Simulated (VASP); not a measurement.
# Al (Cmcm) in VASP: notebook

One crystal, Al, is run at these levels: PBE; tasks: single point.

Everything below comes from runs of VASP 6.6.1. Logs are shortened: lines on timing, memory, paths and dates and some standing lists are left out, and cuts for length are marked.

### Step 1. The cell of the first run

It takes space group Cmcm (No. 63, orthorhombic). Conventional cell: a = 3.235 Å, b = 4.392 Å, c = 4.392 Å, α = 90.00°, β = 90.00°, γ = 90.00°. Al (site symmetry m2m) has 10 Al at 2.73 to 2.87 Å as nearest neighbours.

This isn't the form of Al at room conditions, which is fcc.

### Step 2. Single point, PBE (mode 1 frozen in at -0.179 Å, equal normal strain along x and y -0.0400)

INCAR reads:

```
ALGO = Fast
EDIFF = 1E-6
ENCUT = 520
GGA = PE
ISIF = 2
ISMEAR = 0
LASPH = T
LCHARG = F
LREAL = F
LWAVE = F
NBANDS = 10
NELM = 100
PREC = Accurate
SIGMA = 0.15
```

KPOINTS reads:

```
k-points
0
Gamma
  20 20 12
```

POSCAR reads:

```
Al
1.0
   -1.5528098305      1.5528098305      1.6175102401
    1.5528098305     -1.5528098305      1.6175102401
    3.1056196609      3.1056196609      0.0000000000
Al
2
Direct
    0.0390818832     -0.0390818832      0.0000000000
    0.4609181168      0.5390818832      0.5000000000
```

Potentials or basis: VASP PAW PBE potentials, release 64 (Al).

Started as:

```console
$ cat potpaw_PBE.64/Al/POTCAR > POTCAR
$ mpirun -np 1 vasp_std > vasp.out
```

OUTCAR:

```text
EDIFF = 1E-6
   ENCUT = 520
   GGA = PE
   ISIF = 2
   ISMEAR = 0
   LASPH = T
   LREAL = F
   NELM = 100
   PREC = Accurate

 ion  position               nearest neighbor table
   1  0.039  0.961  0.000-   2 2.75   2 2.75   2 2.75   2 2.75   2 2.87   2 2.87   2 3.36   2 3.36

   2  0.461  0.539  0.500-   1 2.75   1 2.75   1 2.75   1 2.75   1 2.87   1 2.87   1 3.36   1 3.36

  LATTYP: Found a base centered orthorhombic cell.
 ALAT       =     3.2350204802
 B/A-ratio  =     1.3576450199
 C/A-ratio  =     1.3576450198

  Lattice vectors:

 A1 = (  -1.5528098305,   1.5528098305,   1.6175102401)
 A2 = (   1.5528098305,  -1.5528098305,   1.6175102401)
 A3 = (   3.1056196609,   3.1056196609,   0.0000000000)

Analysis of symmetry for initial positions (statically):
=====================================================================
 Subroutine PRICEL returns:
 Original cell was already a primitive cell.

 Routine SETGRP: Setting up the symmetry group for a
 base centered orthorhombic supercell.

 Subroutine GETGRP returns: Found  8 space group operations
 (whereof  4 operations were pure point group operations)
 out of a pool of  8 trial point group operations.

The static configuration has the point symmetry C_2v.
 The point group associated with its full space group is D_2h.

Analysis of symmetry for dynamics (positions and initial velocities):
=====================================================================
 Subroutine PRICEL returns:
 Original cell was already a primitive cell.

 Routine SETGRP: Setting up the symmetry group for a
 base centered orthorhombic supercell.

 Subroutine GETGRP returns: Found  8 space group operations
 (whereof  4 operations were pure point group operations)
 out of a pool of  8 trial point group operations.

The dynamic configuration has the point symmetry C_2v.
 The point group associated with its full space group is D_2h.

 Subroutine INISYM returns: Found  8 space group operations
 (whereof  4 operations are pure point group operations),
 and found     1 'primitive' translations

----------------------------------------------------------------------------------------

                                     Primitive cell

  volume of cell :      31.2014

  direct lattice vectors                    reciprocal lattice vectors
    -1.552809830  1.552809830  1.617510240    -0.160998466  0.160998466  0.309117054
     1.552809830 -1.552809830  1.617510240     0.160998466 -0.160998466  0.309117054
     3.105619661  3.105619661  0.000000000     0.160998466  0.160998466  0.000000000

  length of vectors
     2.727411981  2.727411981  4.392009444     0.383919737  0.383919737  0.227686214

  position of ions in fractional coordinates (direct lattice)
     0.039081883  0.960918117  0.000000000
     0.460918117  0.539081883  0.500000000

  ion indices of the primitive-cell ions
   primitive index   ion index
                 1           1
                 2           2

----------------------------------------------------------------------------------------

 KPOINTS: k-points

Automatic generation of k-mesh.
 Grid dimensions read from file:
 generate k-points for:   20   20   12

 Generating k-lattice:

  Cartesian coordinates                     Fractional coordinates (reciprocal lattice)
    -0.008049923  0.008049923  0.015455853     0.050000000  0.000000000  0.000000000
     0.008049923 -0.008049923  0.015455853     0.000000000  0.050000000  0.000000000
     0.013416539  0.013416539  0.000000000     0.000000000  0.000000000  0.083333333

  Length of vectors
     0.019195987  0.019195987  0.018973851

  Shift w.r.t. Gamma in fractional coordinates (k-lattice)
     0.000000000  0.000000000  0.000000000

 Subroutine IBZKPT returns following result:
 ===========================================

 Found    777 irreducible k-points:

 Following reciprocal coordinates:
            Coordinates               Weight
  0.000000  0.000000  0.000000      1.000000
  0.050000  0.000000  0.000000      4.000000
  0.100000  0.000000  0.000000      4.000000
  0.150000  0.000000  0.000000      4.000000
  0.200000  0.000000  0.000000      4.000000
  0.250000  0.000000  0.000000      4.000000
[... 16 lines left out ...]
 -0.400000  0.050000  0.000000      4.000000
 -0.350000  0.050000  0.000000      4.000000
 [... further k-points ...]
   k-points           NKPTS =    777   k-points in BZ     NKDIM =    777   number of bands    NBANDS=     10
   number of dos      NEDOS =    301   number of ions     NIONS =      2
   total plane-waves  NPLWV =  14400
   dimension x,y,z NGX =    20 NGY =   20 NGZ =   36
   dimension x,y,z NGXF=    40 NGYF=   40 NGZF=   72
   ions per type =               2
   NGX,Y,Z   is equivalent  to a cutoff of  12.19, 12.19, 13.63 a.u.
   NGXF,Y,Z  is equivalent  to a cutoff of  24.38, 24.38, 27.25 a.u.
 SYSTEM =  unknown system
   PREC   = accura    normal or accurate (medium, high low for compatibility)
   ISTART =      0    job   : 0-new  1-cont  2-samecut
   ICHARG =      2    charge: 1-file 2-atom 10-const
   ISPIN  =      1    spin polarized calculation?
   LNONCOLLINEAR =      F non collinear calculations
   LSORBIT =      F    spin-orbit coupling
   LASPH  =      T    aspherical Exc in radial PAW
   ENCUT  =  520.0 eV  38.22 Ry    6.18 a.u.   5.07  5.07  8.17*2*pi/ulx,y,z
   NELM   =    100;   NELMIN=  2; NELMDL= -5     # of ELM steps
   EDIFF  = 0.1E-05   stopping-criterion for ELM
   LREAL  =      F    real-space projection
   EDIFFG = 0.1E-04   stopping-criterion for IOM
   NSW    =      0    number of steps for IOM
   IBRION =     -1    ionic relax: 0-MD 1-quasi-New 2-CG
   NFREE  =      0    steps in history (QN), initial steepest desc. (CG)
   ISIF   =      2    stress and relaxation
   ISYM   =      2    0-nonsym 1-usesym 2-fastsym
   POTIM  = 0.5000    time-step for ionic-motion
   TEBEG  =    0.0;   TEEND  =   0.0 temperature during run
   PSTRESS=    0.0 pullay stress
   NELECT =       6.0000    total number of electrons
   NUPDOWN=      -1.0000    fix difference up-down
   EMIN   =  10.00;   EMAX   =-10.00  energy-range for DOS
   EFERMI =   0.00;   METHOD = LEGACY
   ISMEAR =     0;   SIGMA  =   0.15  broadening in eV -4-tet -1-fermi 0-gaus
   EFERMI_NEDOS =   21; number of points for ismear=-14 and -15
   IALGO  =     68    algorithm
   IMIX   =      4    mixing-type and parameters
     AMIX     =   0.40;   BMIX     =  1.00
     AMIX_MAG =   1.60;   BMIX_MAG =  1.00
  volume/ion in A,a.u.               =      15.60       105.28
  Fermi-wavevector in a.u.,A,eV,Ry     =   0.944932  1.785663 12.148604  0.892897
  Thomas-Fermi vector in A             =   2.072785
   LORBIT       =      0    0 simple, 1 ext, 2 COOP (PROOUT), +10 PAW based schemes
   GGA     = PE    functional components
   LHFCALC =     F    Hartree Fock is set to
   AEXX    =    0.0000 exact exchange contribution
   IVDW    =     0    specifies the selected vdW correction
   LEPSILON=     F    determine dielectric tensor
   LRPA    =     F    only Hartree local field effects (RPA)
 non-spin polarized calculation
 RMM-DIIS sequential band-by-band and
 Gauss-broadening in eV      SIGMA  =   0.15
  energy-cutoff  :      520.00
  volume of cell :       31.20
 maximum number of plane-waves:       858
   NGX = 11   NGY = 11   NGZ = 17

 number of electron       6.0000000 magnetization

 Free energy of the ion-electron system (eV)
  ---------------------------------------------------
  ext. energy  EPLUGINS =         0.00000000
  ---------------------------------------------------
  free energy    TOTEN  =        -7.28143261 eV

  energy without entropy =       -7.27269169  energy(sigma->0) =       -7.27706215

 E-fermi :   8.5972     XC(G=0): -10.4026

 val. band max:        8.5945240793   @ k =  -0.3000   0.1000   0.0000
 cond. band min:       8.6051149142   @ k =   0.5000   0.4000   0.4167
 fundamental gap:      0.0105908349
 Fermi energy:         8.5971960174

 k-point     1 :       0.0000    0.0000    0.0000
  band No.  band energies     occupation
      1      -2.9314      2.00000
      2       4.1987      2.00000
      3       4.9364      2.00000
      4      16.4512      0.00000
      5      16.6620      0.00000
      6      18.2391      0.00000
      7      19.9894      0.00000
      8      22.0517      0.00000
      9      22.1558      0.00000
     10      23.1718      0.00000

 k-point     2 :       0.0500    0.0000    0.0000
  band No.  band energies     occupation
      1      -2.8769      2.00000
      2       4.2489      2.00000
      3       4.9893      2.00000
      4      15.3398      0.00000
      5      16.7580      0.00000
      6      18.7237      0.00000
      7      20.6233      0.00000
      8      21.5456      0.00000
      9      21.5568      0.00000
     10      22.9689      0.00000

 k-point     3 :       0.1000    0.0000    0.0000
  band No.  band energies     occupation
      1      -2.7135      2.00000
      2       4.3993      2.00000
      3       5.1475      2.00000
      4      13.7361      0.00000
      5      16.5246      0.00000
      6      19.4252      0.00000
      7      20.2062      0.00000
      8      20.3799      0.00000
      9      21.8923      0.00000
     10      22.7139      0.00000
[... 248 lines left out ...]
 k-point    23 :      -0.4000    0.0500    0.0000
  band No.  band energies     occupation
      1       0.3129      2.00000
      2       5.0910      2.00000
      3       7.2205      2.00000
      4       8.2145      1.99969
      5      11.8923      0.00000
      6      12.7211      0.00000
      7      16.2676      0.00000
      8      18.1473      0.00000
      9      22.5778      0.00000
     10      23.2984      0.00000

 k-point    24 :      -0.3500    0.0500    0.0000
  band No.  band energies     occupation
      1      -0.4551      2.00000
      2       6.2681      2.00000
      3       6.4996      2.00000
      4       7.6124      2.00000
      5      13.1751      0.00000
      6      13.9246      0.00000
      7      16.8429      0.00000
      8      18.0930      0.00000
      9      22.2815      0.00000
     10      23.0618      0.00000

 [... further k-points ...]

------------------------ aborting loop because EDIFF is reached ----------------------------------------

  FORCE on cell =-STRESS in cart. coord.  units (eV):
  Direction    XX          YY          ZZ          XY          YZ          ZX
  --------------------------------------------------------------------------------------
  -------------------------------------------------------------------------------------
  Total        1.3267641      1.3267641      1.3814741     -0.1282071      0.0000000      0.0000000
  in kB       68.1287960     68.1287960     70.9381338     -6.5833842      0.0000000      0.0000000
  external PRESSURE =      69.0652419 kB  Pullay stress =       0.0000000 kB

 VOLUME and BASIS-vectors are now :
 -----------------------------------------------------------------------------
  energy-cutoff  :      520.00
  volume of cell :       31.20
      direct lattice vectors                 reciprocal lattice vectors
    -1.552809830  1.552809830  1.617510240    -0.160998466  0.160998466  0.309117054
     1.552809830 -1.552809830  1.617510240     0.160998466 -0.160998466  0.309117054
     3.105619661  3.105619661  0.000000000     0.160998466  0.160998466  0.000000000

 POSITION                                       TOTAL-FORCE (eV/Angst)
 -----------------------------------------------------------------------------------
      1.43144     -1.43144      1.61751        -0.055401      0.055401      0.000000
      1.67418      1.43144      1.61751         0.055401     -0.055401      0.000000
 -----------------------------------------------------------------------------------
    total drift:                                0.000000     -0.000000      0.000000

  FREE ENERGIE OF THE ION-ELECTRON SYSTEM (eV)
  ---------------------------------------------------
  free  energy   TOTEN  =        -7.2814326070 eV

  energy  without entropy=       -7.2726916888  energy(sigma->0) =       -7.27706215
```

Run time: 1.8 min. Hardware: 1 thread of Intel Xeon Platinum 8259CL at 2.50GHz (Skylake/Cascade Lake), shared host; peak memory 0.29 GiB.

Results:

```
Free energy            : -7.2814 eV
Pressure               : 6.9 GPa
Largest force          : 0.078 eV/Å
Band gap on the k mesh : none (metal or under the smearing width)
```

Forces in eV/Å, atoms in the order of the input:
```
Al  -0.055  0.055  0.000
Al   0.055 -0.055  0.000
```

Stress tensor (GPa, compression positive):
```
 6.81 -0.66  0.00
-0.66  6.81  0.00
 0.00  0.00  7.09
```

### Step 3. Single point, PBE (mode 1 frozen in at -0.358 Å, equal normal strain along x and y -0.0133)

INCAR reads:

```
  PREC = Accurate
  ENCUT = 520
  EDIFF = 1E-6
  ISMEAR = 0
  SIGMA = 0.15
  LREAL = False
  LASPH = True
  NELM = 100
  ALGO = Fast
  ISIF = 2
  LWAVE = False
  LCHARG = False
  GGA = PE
  NBANDS = 10
```

KPOINTS reads:

```
regular mesh
0
Gamma
  20 20 12
```

POSCAR reads:

```
Al
1.0
   -1.5959973539      1.5959973539      1.6175102401
    1.5959973539     -1.5959973539      1.6175102401
    3.1919947077      3.1919947077      0.0000000000
Al
2
Direct
    0.0781637664     -0.0781637664      0.0000000000
    0.4218362336      0.5781637664      0.5000000000
```

Potentials or basis: VASP PAW PBE potentials, release 64 (Al).

Started as:

```console
$ cat potpaw_PBE.64/Al/POTCAR > POTCAR
$ mpirun -np 1 vasp_std > vasp.out
```

It took 2.5 min on 1 thread of Intel Xeon Platinum 8259CL at 2.50GHz (Skylake/Cascade Lake), shared host; peak memory 0.31 GiB.

The run converged. Its results:

```yaml
Free_energy: -7.3399 eV
Pressure: 2.7 GPa
Largest_force: 0.138 eV/Å
Band_gap_on_the_k_mesh: none (metal or under the smearing width)
```

Forces in eV/Å, atoms in the order of the input:
```
Al   0.098 -0.098  0.000
Al  -0.098  0.098  0.000
```

Stress tensor (GPa, compression positive):
```
 4.21 -1.06  0.00
-1.06  4.21  0.00
 0.00  0.00 -0.20
```

Levels at points of the mesh, in eV from the Fermi level:
| k point | band 1 | band 2 | band 3 | band 4 | band 5 | band 6 | band 7 | band 8 |
| --- | --- | --- | --- | --- | --- | --- | --- | --- |
| (0.00, 0.00, 0.00) | -11.12 | -4.29 | -3.74 | 8.06 | 8.12 | 9.50 | 10.80 | 13.57 |
| (0.50, 0.00, 0.00) | -6.12 | -5.60 | 0.11 | 1.22 | 1.32 | 1.53 | 7.43 | 8.72 |
| (0.50, 0.50, 0.00) | -4.24 | -3.91 | 1.69 | 2.28 | 2.50 | 2.73 | 2.96 | 4.94 |
| (0.00, 0.00, 0.50) | -9.31 | -9.31 | 4.41 | 4.41 | 9.24 | 9.24 | 10.21 | 10.21 |
| (0.50, 0.00, 0.50) | -4.43 | -4.43 | -3.79 | -3.79 | 8.39 | 8.39 | 8.73 | 8.73 |
| (0.50, 0.50, 0.50) | -2.89 | -2.89 | -1.66 | -1.66 | 3.29 | 3.29 | 5.18 | 5.18 |
